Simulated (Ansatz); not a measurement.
**SiC (model cell, started as layered BN type): following an unstable mode**

Which phase does SiC (model cell, started as layered BN type) fall into along its unstable mode, and how much energy does it gain?

Calculated with Ansatz 0.2.0; DFT PBEsol, scalar-relativistic, plane waves, PAW.

Most raw output is cut from this account.

The structure was built from a prototype and need not be the compound's stable phase.

## (1) The starting structure

The structure is hexagonal, space group P6_3/mmc (No. 194). Conventional cell: a = 3.168 Å, b = 3.168 Å, c = 4.686 Å, α = 90.00°, β = 90.00°, γ = 120.00°. Si has 3 C at 1.83 Å nearest. Nearest to C lie 3 Si at 1.83 Å. Farther neighbours are not listed.

As a file:

```cif
data_structure
_symmetry_space_group_name_H-M 'P6_3/mmc'
_symmetry_Int_Tables_number 194
_cell_length_a 3.1678
_cell_length_b 3.1678
_cell_length_c 4.6860
_cell_angle_alpha 90.000
_cell_angle_beta 90.000
_cell_angle_gamma 120.000
_cell_volume 40.72
loop_
_atom_site_label
_atom_site_type_symbol
_atom_site_symmetry_multiplicity
_atom_site_Wyckoff_symbol
_atom_site_fract_x
_atom_site_fract_y
_atom_site_fract_z
_atom_site_occupancy
Si1 Si 2 c 0.33333 0.66667 0.25000 1
C1 C 2 d 0.66667 0.33333 0.25000 1
```

## (2) Phonons on a q mesh

The cell comes from relaxations at this level that are not shown. Stability and thermal properties need the whole zone. Linear response on a 3×3×2 q mesh gives force constants as far as a supercell of that size would.

Input file input.yaml:

```yaml
crystal:
  lattice:
    - [3.1677838643, 0.0, 0.0]
    - [-1.5838919322, 2.7433813001, 0.0]
    - [0.0, 0.0, 4.6859849543]
  atoms:
    - { symbol: Si, position: [0.3333333333, 0.6666666667, 0.25] }
    - { symbol: Si, position: [0.6666666667, 0.3333333333, 0.75] }
    - { symbol: C, position: [0.6666666667, 0.3333333333, 0.25] }
    - { symbol: C, position: [0.3333333333, 0.6666666667, 0.75] }
kpoints:
  mp_grid: { grid: [15, 15, 8] }
hamiltonian:
  xc: pbesol
scf:
  occupations: { method: methfessel_paxton, width: 0.15 }
output:
  eigenvalues: true
phonons:
  method: dfpt
  qmesh: [3, 3, 2]
  temperatures: { t_max: 1000, t_step: 50 }
  qpath:
    path:
      - [[0.0, 0.0, 0.0], [0.5, 0.0, 0.0], [0.33333333, 0.33333333, 0.0], [0.0, 0.0, 0.0], [0.0, 0.0, 0.5], [0.5, 0.0, 0.5], [0.33333333, 0.33333333, 0.5], [0.0, 0.0, 0.5]]
      - [[0.5, 0.0, 0.5], [0.5, 0.0, 0.0]]
      - [[0.33333333, 0.33333333, 0.5], [0.33333333, 0.33333333, 0.0]]
    npoints: 10
```

The run is started by

```bash
> ansatz run input.yaml --threads 4 --pin off --max-ram 7168MiB --backend cpu --events-out ev --progress --plain --runs-dir out
```

Wall time 40 s (4 threads of AMD EPYC 9R45 (Zen 5), shared host); peak memory 1 GiB.

Numbers from this step:

| Quantity | Value |
| --- | --- |
| volume per atom | 10.18 Å³ |
| gap on the k-mesh | 0 eV |
| sum-rule residual before enforcement | 2.51e-5 eV/Å² |
| lowest frequency on the path | -592.9 cm⁻¹ |
| point group | 6/mmm |
| highest frequency on the path or at a solved wavevector | 973 cm⁻¹ |
| highest optical mode at the zone centre (no LO-TO term) | 925.1 cm⁻¹ |
| lowest optical zone-centre mode | -592.9 cm⁻¹ |
| lowest mode on the q mesh (acoustic modes at Γ apart) | -592.9 cm⁻¹ |

Frequencies (cm⁻¹) solved at each irreducible wavevector; negative means imaginary. Frequencies by wavevector, by row:

| q in reciprocal lattice units | star | mode 1 | mode 2 | mode 3 | mode 4 | mode 10 | mode 11 | mode 12 |
| --- | --- | --- | --- | --- | --- | --- | --- | --- |
| 0 0 0 | 1 | -592.9 | -88 | 0 | 0 | 916 | 925.1 | 925.1 |
| 0 0 -0.5 | 1 | 148.5 | 148.5 | 177.5 | 177.5 | 920.4 | 920.4 | 920.4 |
| 0 0.3333 0 | 6 | -477.2 | -259 | 211.1 | 275.6 | 897.6 | 917.2 | 971.4 |
| 0 0.3333 -0.5 | 6 | 81.6 | 81.6 | 290.7 | 290.7 | 902.9 | 925.9 | 925.9 |
| 0.3333 0.3333 0 | 2 | -365.7 | -365.7 | 383.7 | 428.7 | 839.6 | 904.6 | 968.5 |
| 0.3333 0.3333 -0.5 | 2 | 128.8 | 128.8 | 139.3 | 139.3 | 831 | 945 | 945 |

Interpolated from a 3×3×2 q mesh. The phonon branches at the labelled points (cm⁻¹):

| point | branch 1 | branch 2 | branch 3 | branch 4 | branch 9 | branch 10 | branch 11 | branch 12 |
| --- | --- | --- | --- | --- | --- | --- | --- | --- |
| Γ | -593 | -88 | 0 | 0 | 916 | 916 | 925 | 925 |
| halfway | -520 | -211 | 178 | 208 | 898 | 909 | 921 | 969 |
| M | -421 | -316 | 233 | 349 | 863 | 897 | 914 | 937 |
| halfway | -406 | -328 | 310 | 378 | 856 | 872 | 900 | 959 |
| K | -366 | -366 | 384 | 429 | 840 | 840 | 905 | 968 |
| halfway | -500 | -234 | 233 | 240 | 900 | 904 | 913 | 971 |
| Γ | -593 | -88 | 0 | 0 | 916 | 916 | 925 | 925 |
| halfway | -318 | 98 | 105 | 105 | 917 | 917 | 924 | 924 |
| A | 148 | 148 | 178 | 178 | 920 | 920 | 920 | 920 |
| halfway | 91 | 91 | 266 | 266 | 908 | 908 | 935 | 935 |
| L | 77 | 77 | 222 | 222 | 898 | 898 | 899 | 899 |
| halfway | 87 | 87 | 196 | 196 | 856 | 856 | 932 | 932 |
| H | 129 | 129 | 139 | 139 | 831 | 831 | 945 | 945 |
| halfway | 80 | 80 | 304 | 304 | 903 | 903 | 935 | 935 |
| A | 148 | 148 | 178 | 178 | 920 | 920 | 920 | 920 |
| jump to L | 77 | 77 | 222 | 222 | 898 | 898 | 899 | 899 |
| halfway | -307 | -249 | 260 | 288 | 875 | 892 | 911 | 923 |
| M | -421 | -316 | 233 | 349 | 863 | 897 | 914 | 937 |
| jump to H | 129 | 129 | 139 | 139 | 831 | 831 | 945 | 945 |
| halfway | -282 | -282 | 345 | 345 | 836 | 836 | 918 | 964 |
| K | -366 | -366 | 384 | 429 | 840 | 840 | 905 | 968 |

Symmetry leaves 6 wavevectors to solve. The lowest mode among them, the acoustic zeros apart, lies at Γ and is imaginary, 592.9i cm⁻¹, so the energy falls along it.

## (3) The mode frozen in, largest atomic shift 0 Å

The mode followed lies at Γ with frequency 592.9i cm⁻¹, the softest among the wavevectors solved. At small amplitude the distorted cell has space group no. 186 by a symmetry search on the positions. The undistorted cell that holds it gives the zero of energy on the same k mesh.

input.yaml, the sections that differ from step 2:

```yaml
output:
  forces: true
  stress: true
  eigenvalues: true
# crystal, kpoints, hamiltonian, scf: as in step 2
# phonons: removed
```

It took 0.4 s on 4 threads; peak memory 0.41 GiB; 1.2 s of CPU time.

This step gave:

- pressure: 2.69e-5 GPa
- energy from the undistorted cell: 0 meV/atom

The run ends at a pressure of 0.00 GPa.

## (4) The mode frozen in, largest atomic shift 0.32 Å

The atoms are moved along the unstable eigenvector, the largest shift by 0.32 Å, with the cell fixed.

input.yaml, the sections that differ from step 3:

```yaml
crystal:
  lattice:
    - [3.1677838643, 0.0, 0.0]
    - [-1.5838919322, 2.7433813001, 0.0]
    - [0.0, 0.0, 4.6859849543]
  atoms:
    - { symbol: Si, position: [0.3333333333, 0.6666666667, 0.2207952275] }
    - { symbol: Si, position: [0.6666666667, 0.3333333333, 0.7207952275] }
    - { symbol: C, position: [0.6666666667, 0.3333333333, 0.3182887383] }
    - { symbol: C, position: [0.3333333333, 0.6666666667, 0.8182887383] }
# kpoints, hamiltonian, scf, output: as in step 3
```

The job ended after 0.63 s (4 threads; peak memory 0.45 GiB; 2.1 s of CPU time).

This step gave:

```yaml
pressure: 1.975 GPa
gap_on_the_k_mesh: 0.9033 eV
energy_from_the_undistorted_cell: -322.2 meV/atom
```

The energy, extrapolated to zero smearing, is -322.19 meV/atom against the undistorted cell.

The run ends at a pressure of 1.97 GPa, with forces up to 0.84 eV/Å.

## (5) Energy along the mode, all amplitudes (two of the runs are shown above)

An imaginary frequency means negative curvature, so the energy should fall and then rise again as anharmonic terms take over.

Numbers from this step:

- depth at the lowest point sampled: 322.2 meV/atom
- largest atomic shift at that point: 0.32 Å

Energy from the parent against largest atomic shift:

| largest atomic shift (Å) | energy from the parent (meV/atom) |
| --- | --- |
| 0.000 | 0 |
| 0.040 | -8.79 |
| 0.080 | -34.4 |
| 0.140 | -98.8 |
| 0.220 | -211 |
| 0.320 | -322 |
| 0.450 | -220 |
| 0.600 | 756 |

Displacement at unit largest shift by atom:

| atom | x (Å) | y (Å) | z (Å) | size |
| --- | --- | --- | --- | --- |
| Si1 | 0.00 | 0.00 | -0.43 | 0.43 |
| Si2 | 0.00 | 0.00 | -0.43 | 0.43 |
| C3 | 0.00 | 0.00 | 1.00 | 1.00 |
| C4 | 0.00 | 0.00 | 1.00 | 1.00 |

The lowest of the steps tried is at 0.32 Å, 322 meV/atom below the parent; the bottom of the well need not coincide with a step.

## (6) Relaxation from the frozen mode

Starting from the lowest point found, all atoms and the cell are let go, so that strain and other modes of the same symmetry can join in.

input.yaml: that of step 4 with these lines changed.

```diff
@@ -20 +20,6 @@
   eigenvalues: true
+relax:
+  adjacent_minimum: "off"
+  f_tol: 0.002
+  max_steps: 120
+  cell: { stress_tol: 0.03 }
```

Wall time 5 s (4 threads); peak memory 0.48 GiB; 18 s of CPU time.

Step by step:

| step | energy less that of the first step (eV) | largest force component (eV/Å) | pressure (GPa) | volume (Å³) |
| --- | --- | --- | --- | --- |
| 1 | 0.0000 | 0.8446 | 1.97 | 40.72 |
| 2 | -0.4053 | 0.3992 | 0.23 | 41.26 |
| 3 | -0.4676 | 0.2521 | -0.66 | 41.44 |
| 4 | -0.4734 | 0.1147 | 0.64 | 41.21 |
| 5 | -0.4743 | 0.0003 | 0.01 | 41.33 |
| 6* | -0.4801 | 0.0037 | 0.18 | 41.33 |
| 7 | -0.4802 | 0.0011 | 0.02 | 41.36 |
| 8* | -0.4802 | 0.0010 | 0.02 | 41.36 |

Relaxation steps marked * repeat the geometry before them on a plane-wave basis chosen anew for their cell, so energy and pressure can jump there.

The run keeps the 12 symmetry operations that it works with, so distortions that break them were not tested.

| conventional cell, symmetrised | before | after | change |
| --- | --- | --- | --- |
| a (Å) | 3.168 | 3.076 | -2.9 % |
| b (Å) | 3.168 | 3.076 | -2.9 % |
| c (Å) | 4.686 | 5.048 | +7.7 % |
| volume (Å³/atom) | 10.18 | 10.34 | +1.6 % |

The atoms that moved most (Å, as changes of fractional coordinates times the final cell):

| atom | dx | dy | dz | length |
| --- | --- | --- | --- | --- |
| C3 | 0.000 | 0.000 | 0.067 | 0.067 |
| Si2 | 0.000 | 0.000 | -0.067 | 0.067 |
| Si1 | 0.000 | 0.000 | -0.067 | 0.067 |
| C4 | 0.000 | 0.000 | 0.067 | 0.067 |

Numbers from this step:

```
pressure          : 0.01984 GPa
gap on the k-mesh : 2.124 eV
volume per atom   : 10.34 Å³
```

The distorted start has space group P6_3mc; the relaxation ends in P6_3mc.

## (7) The new phase in its own primitive cell

The relaxed structure is symmetrised, reduced to its primitive cell and relaxed tightly, as its phonons need.

Input file input.yaml:

```yaml
crystal:
  lattice:
    - [3.0758675835, 0.0, 0.0]
    - [-1.5379337918, 2.663779466, 0.0]
    - [0.0, 0.0, 5.0475309131]
  atoms:
    - { symbol: Si, position: [0.3333333333, 0.6666666667, 0.2074461934] }
    - { symbol: Si, position: [0.6666666667, 0.3333333333, 0.7074461934] }
    - { symbol: C, position: [0.6666666667, 0.3333333333, 0.3316377724] }
    - { symbol: C, position: [0.3333333333, 0.6666666667, 0.8316377724] }
kpoints:
  mp_grid: { grid: [9, 9, 6] }
hamiltonian:
  xc: pbesol
scf:
  occupations: { method: fixed }
output:
  forces: true
  stress: true
  eigenvalues: true
relax:
  adjacent_minimum: "off"
  f_tol: 0.001
  max_steps: 60
  cell: { stress_tol: 0.01 }
```

It took 1.1 s on 4 threads; peak memory 0.41 GiB.

Little changed from the start: no atom moved by 0.005 Å and no cell edge by 0.1 %.

Numbers from this step:

| Quantity | Value |
| --- | --- |
| pressure | -0.001289 GPa |
| direct gap on mesh | 3.893 eV |

The largest force component left is 0.11 meV/Å and the pressure is -0.001 GPa, within the tolerances set. The cell now holds 10.34 Å³/atom.

## (8) Modes of the new phase, k-mesh 9×9×6, occupations fixed

A relaxed structure may still be a saddle point, so its zone-centre modes are computed. The response to a homogeneous field gives the Born charges and the dielectric tensor, and its change with displacement the Raman tensors.

Input file input.yaml:

```yaml
crystal:
  lattice:
    - [3.0759512061, 0.0, 0.0]
    - [-1.5379756031, 2.6638518853, 0.0]
    - [0.0, 0.0, 5.0477030635]
  atoms:
    - { symbol: Si, position: [0.3333333333, 0.6666666667, 0.2074530027] }
    - { symbol: Si, position: [0.6666666667, 0.3333333333, 0.7074530027] }
    - { symbol: C, position: [0.6666666667, 0.3333333333, 0.3316309631] }
    - { symbol: C, position: [0.3333333333, 0.6666666667, 0.8316309631] }
kpoints:
  mp_grid: { grid: [9, 9, 6] }
hamiltonian:
  xc: pbesol
scf:
  occupations: { method: fixed }
output:
  eigenvalues: true
phonons:
  method: dfpt
  dielectric: true
  rigid_motions: translations
  raman: true
```

Elapsed: 39 s, on 4 threads; peak memory 1.7 GiB; 2.5 min of CPU time.

This step gave:

| Item | Value |
| --- | --- |
| sum-rule residual before enforcement | 1.54e-4 eV/Å² |
| miss of the charge sum rule | 0.004323 e |
| estimated error of the dielectric tensor | 0.03421 |
| estimated error of the Born charges | 0.02052 e |
| point group | 6mm |
| highest optical mode at the zone centre (no LO-TO term) | 825.6 cm⁻¹ |
| lowest optical zone-centre mode | 253.2 cm⁻¹ |
| mean high-frequency dielectric constant | 7.144 |
| largest Born charge (third of the trace) | 2.747 e |
| mean static dielectric constant | 10.67 |
| top of the zone-centre spectrum with the field | 955.7 cm⁻¹ |

Patterns of degenerate modes are one choice out of their space. Modes at Γ, with each element's share of the kinetic energy:

| mode | frequency (cm⁻¹) | symmetry | Si % | C % |
| --- | --- | --- | --- | --- |
| 1 | 0.0 | acoustic | 70 | 30 |
| 2 | 0.0 | acoustic | 70 | 30 |
| 3 | 0.0 | acoustic | 70 | 30 |
| 4 | 253.2 | E2 | 73 | 27 |
| 5 | 253.2 | E2 | 73 | 27 |
| 6 | 590.6 | B1 | 100 | 0 |
| 7 | 756.5 | E2 | 27 | 73 |
| 8 | 756.5 | E2 | 27 | 73 |
| 9 | 760.6 | A1 | 30 | 70 |
| 10 | 789.9 | E1 | 30 | 70 |
| 11 | 789.9 | E1 | 30 | 70 |
| 12 | 825.6 | B1 | 0 | 100 |

Displacements in mode 5 (253.2 cm⁻¹), the largest set to 1:
```
Si1  1.00  0.91  0.00
Si2 -1.00 -0.91  0.00
C3   0.92  0.84  0.00
C4  -0.92 -0.84  0.00
```

Displacements in mode 12 (825.6 cm⁻¹), the largest set to 1:
```
Si1  0.00  0.00  0.00
Si2  0.00  0.00  0.00
C3   0.00  0.00 -1.00
C4   0.00  0.00  1.00
```

Optical modes at the zone centre, without and with the macroscopic field of the longitudinal modes; each column is sorted by frequency, so a row need not hold one and the same mode. Modes with and without the field, by row:

| rank among optical modes | no field (cm⁻¹) | q along (1, 0, 0) (cm⁻¹) | q along (0, 0, 1) (cm⁻¹) |
| --- | --- | --- | --- |
| 1 | 253.2 | 253.2 | 253.2 |
| 2 | 253.2 | 253.2 | 253.2 |
| 3 | 590.6 | 590.6 | 590.6 |
| 4 | 756.5 | 756.5 | 756.5 |
| 5 | 756.5 | 756.5 | 756.5 |
| 6 | 760.6 | 760.6 | 789.9 |
| 7 | 789.9 | 789.9 | 789.9 |
| 8 | 789.9 | 825.6 | 825.6 |
| 9 | 825.6 | 955.7 | 946.8 |

Born charge (rows field, columns displacement) (e), principal values of the symmetric part by kind of site:

| atom | atoms with these values | low | middle | high | mean |
| --- | --- | --- | --- | --- | --- |
| Si1 | 2 | 2.68 | 2.68 | 2.88 | 2.75 |
| C3 | 2 | -2.88 | -2.68 | -2.68 | -2.75 |

In full for Si1:

```
2.68 0.00 0.00
0.00 2.68 0.00
0.00 0.00 2.88
```

High-frequency dielectric tensor:

```
7.02 0.00 0.00
0.00 7.02 0.00
0.00 0.00 7.39
```

Static dielectric tensor (ions relaxed, fixed cell):

```
10.28  0.00  0.00
 0.00 10.28  0.00
 0.00  0.00 11.45
```

Transverse modes. Infrared lines, with heights relative to the strongest:

| position (cm⁻¹) | label | relative intensity |
| --- | --- | --- |
| 253 | E2 | 0.0 |
| 591 | B1 | 0.0 |
| 756 | E2 | 0.0 |
| 761 | A1 | 58 |
| 790 | E1 | 100 |
| 826 | B1 | 0.0 |

Activity x (w_L - w)^4 (n + 1)/w, 532 nm, 300 K; modes without the macroscopic field alone. Raman lines, with heights relative to the strongest:

| position (cm⁻¹) | label | relative intensity |
| --- | --- | --- |
| 253 | E2 | 1.2 |
| 591 | B1 | 0.0 |
| 756 | E2 | 34 |
| 761 | A1 | 100 |
| 790 | E1 | 27 |
| 826 | B1 | 0.0 |

Before it was imposed, the acoustic sum rule was missed by 1.5e-4 eV/Å² and the charge sum rule by 0.0043 e. Small misses are needed for a sound result but don't prove that mesh and cutoff are converged. The lowest optical mode is real, 253 cm⁻¹.

## (9) What came out

```
unstable mode of the parent                                                      : q = (0, 0, 0), 593i cm⁻¹
depth at the lowest point sampled                                                : 322 meV/atom
largest atomic shift at that point                                               : 0.32 Å
space group reached (within 0.01 Å)                                              : P6_3mc
energy gained over the parent (first relaxation, on the mesh of the frozen mode) : 442 meV/atom
volume per atom, phase reached                                                   : 10.3 Å³
gap on the k-mesh, phase reached                                                 : 2.12 eV
lowest optical zone-centre mode, phase reached                                   : 253 cm⁻¹
highest optical mode at the zone centre (no LO-TO term), phase reached           : 826 cm⁻¹
```

Along this mode the structure falls into P6_3mc, 442 meV/atom below the parent. At the parent's cell the well is 322.2 meV/atom deep on the steps tried, with its lowest point at a shift of 0.32 Å. Relaxing atoms and cell changes the gain by +120.06 meV/atom against the lowest step (energies at zero smearing). The new phase has no imaginary mode at the zone centre of its cell; other wavevectors were not checked. Of the 2 patterns followed to their end from this parent, this one reaches the lowest energy. Each path keeps the symmetry of its pattern, so a lower phase may lie along a pattern not tried. With no gap, or one that is small against the smearing, the frequencies hang on the k mesh and the smearing, most of all near Kohn anomalies. A phonon run warned that its eigensolver left some bands unconverged in a pass. The starting cell was built on a prototype and not taken from a measurement, so the phase need not exist.

[Logs are printed without paths, hosts, clocks, repeated set-up lines and the standing remarks that a program may print on its own settings, such as how far it seeks lower states.]

[Hosts, paths, dates, database ids (printed as entryN), source tags and the programs' standing remarks are cut or masked in the printed files.]
